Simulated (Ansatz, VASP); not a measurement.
# Zn in VASP and in Ansatz

Contents of INCAR:

```
SYSTEM = Zn
ALGO = Normal
EDIFF = 1E-7
ENCUT = 520
GGA = PE
ISIF = 2
ISMEAR = -1
LASPH = .True.
LCHARG = .True.
LELF = .True.
LREAL = .False.
LVHAR = .True.
LWAVE = .False.
NBANDS = 12
NELM = 60
PREC = Accurate
SIGMA = 0.05
```

Contents of KPOINTS:

```
k-points
0
Gamma
  12 12 12
  0 0 0
```

POSCAR

```
Zn
1.0
    0.0000000000      1.9246672763      1.9246672763
    1.9246672763      0.0000000000      1.9246672763
    1.9246672763      1.9246672763      0.0000000000
Zn
1
Direct
    0.0000000000      0.0000000000      0.0000000000
```

input.yaml

```yaml
crystal:
  lattice:
    - [0.0, 1.9246672763, 1.9246672763]
    - [1.9246672763, 0.0, 1.9246672763]
    - [1.9246672763, 1.9246672763, 0.0]
  atoms:
    - { symbol: Zn, position: [0.0, 0.0, 0.0] }
kpoints:
  mp_grid: { grid: [12, 12, 12] }
scf:
  occupations: { method: fermi_dirac, width: 0.05 }
hamiltonian:
  xc: pbe
  pseudopotentials: { kind: all_electron, lapw: { basis_error: 0.0005 } }
output:
  forces: true
  stress: true
  eigenvalues: true
```

Change from the starting cell: volume scaled by 0.94.

Alike in both runs: task single point; functional PBE; k mesh 12 × 12 × 12; occupations fermi-dirac, width 0.05 eV; no spin polarisation.

|  | VASP | Ansatz |
| --- | --- | --- |
| version | VASP 6.6.1 | Ansatz 0.2.0 |
| potentials or method | VASP PAW PBE potentials, release 64 (Zn) | all-electron LAPW, scalar-relativistic |
| plane-wave cutoff (eV) | 520 | see its input |

```csv
,VASP,Ansatz,Ansatz less VASP
gap on the k mesh at the Fermi level (eV),none,none,-
pressure (GPa),5.1,4.7,-0.39
```

A gap of «none» marks a metal or a gap that the smearing closes. Ansatz ran all-electron here, so the differences hold the error of VASP's frozen core and of both bases.
